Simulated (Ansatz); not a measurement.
**17O nuclear quadrupole resonance in SnO₂ at a changed volume**

Cell: a refined structure from the COD, relaxed with PBE at fixed cell and then changed (volume scaled by 0.98, ions relaxed).

Space group P4_2/mnm (No. 136); a = 4.7062, c = 3.1651 Å.

```
site  Wyckoff  site symmetry       x       y       z
  Sn       2a           m.mm  0.0000  0.0000  0.0000
   O       4f           m.2m  0.3051  0.3051  0.0000
```

One atom of each set is listed.

Level of theory: DFT, PBE, plane waves and PAW, scalar-relativistic, 420 eV cutoff, Γ-centred 7×7×9 k-points, Fermi–Dirac smearing 0.02 eV (Ansatz 0.2.0).

17O: I = 5/2, Q = -25.58 mb (year-2017 value). Static lattice, zero field.

Task: The simulated lines lie at 0.980, 1.91 MHz. What are |C_Q|, η and |V_zz| at O?

Result: For I = 5/2 and η = 0 the lines are 3|C_Q|/20 and twice that; η pulls their ratio below 2. Here |C_Q| = 6.39 MHz, η = 0.14 and |V_zz| = 10.33 × 10²¹ V/m². The calculation gives V_zz negative; the lines don't show the sign. The site has 3 Sn at 2.03–2.05 Å.

At O V_zz stands upright on the plane through its three neighbours (within 1°).

Without spin–orbit coupling (the program notes it for Sn) the gradients are little affected as a rule: paired runs on crystals with a gap mostly move them by under 2 % at such atoms. At this changed cell the PBE pressure is 16 GPa.

The relaxation (2 steps) took 11 s of wall time (9.5 s of CPU time) and 0.45 GiB at its peak, on 1 thread of Intel Xeon 6975P-C (Granite Rapids) (x86_64; 16 cores open to the job, memory cap 3.0 GiB, no GPU), a shared host with a load of 2.1 a core.
